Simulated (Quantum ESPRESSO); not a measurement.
V in Quantum ESPRESSO: the effect of functional

Crystal: V.

```
V
1.0
    -1.51435    1.51435    1.51435
     1.51435   -1.51435    1.51435
     1.51435    1.51435   -1.51435
V
1
Direct
  0.00000 0.00000 0.00000
```

Alike in all runs:

```yaml
Program: Quantum ESPRESSO 7.5
Task: phonon dispersion
Cutoff: 612 eV
Density_cutoff: 4898 eV
k_mesh: 12 × 12 × 12
Occupations: cold, width 0.2 eV
Spin: collinear spin, ferromagnetic start
Starting_moments: "[2.0] μB"
```

Each run relaxes the cell or the atoms first.

```tsv
functional	potentials or basis	relaxed volume (Å³/atom)	highest phonon frequency (cm⁻¹)
LDA	GBRV 1.5 LDA	12.49	263
PBE	GBRV 1.5 PBE	?	?
PBEsol	GBRV 1.5 PBEsol	12.91	260
```

**Question.** What does the run with functional PBE give?

**Answer.** Relaxed volume 13.43 Å³/atom; highest phonon frequency 250 cm⁻¹.
